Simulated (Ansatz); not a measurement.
Wanted: the native input for an Ansatz 0.2.0 run.

- Task: single point
- Functional: PBE
- Potentials or basis: all-electron LAPW, scalar-relativistic
- Cutoff: 260 eV (chosen from the basis error)
- Basis error allowed: 0.001 eV/atom
- k mesh: 7 × 7 × 7
- Occupations: gaussian, width 0.027 eV
- Spin: no spin polarisation

CdTe:

```
CELL_PARAMETERS angstrom
0.00000 3.20500 3.20500
3.20500 0.00000 3.20500
3.20500 3.20500 0.00000
ATOMIC_POSITIONS crystal
Te 0.75000 0.75000 0.75000
Cd 0.00000 0.00000 0.00000
```

One way to write it, as run:

input.yaml

```yaml
crystal:
  lattice:
    - [0.0, 3.205, 3.205]
    - [3.205, 0.0, 3.205]
    - [3.205, 3.205, 0.0]
  atoms:
    - { symbol: Te, position: [0.75, 0.75, 0.75] }
    - { symbol: Cd, position: [0.0, 0.0, 0.0] }
kpoints:
  mp_grid: { grid: [7, 7, 7] }
scf:
  occupations: { method: gaussian, width: 0.027 }
hamiltonian:
  xc: pbe
  pseudopotentials: { kind: all_electron, lapw: { basis_error: 0.001 } }
output:
  forces: true
  stress: true
  eigenvalues: true
```

Potentials or basis: all-electron LAPW, scalar-relativistic.

Command:

```console
$ ansatz run input.yaml --threads 1 --pin off --max-ram 3072MiB --backend cpu --events-out ev --progress --plain --runs-dir out
```

It gave:

* Pressure: 4.3 GPa
* Band gap on the k mesh: 0.87 eV, direct

Caveat: spin-orbit coupling is left out, which moves the levels of the heavy elements.

Wall time 13 s on 1 thread of Arm Neoverse V1 (shared host), peak memory 0.29 GiB.
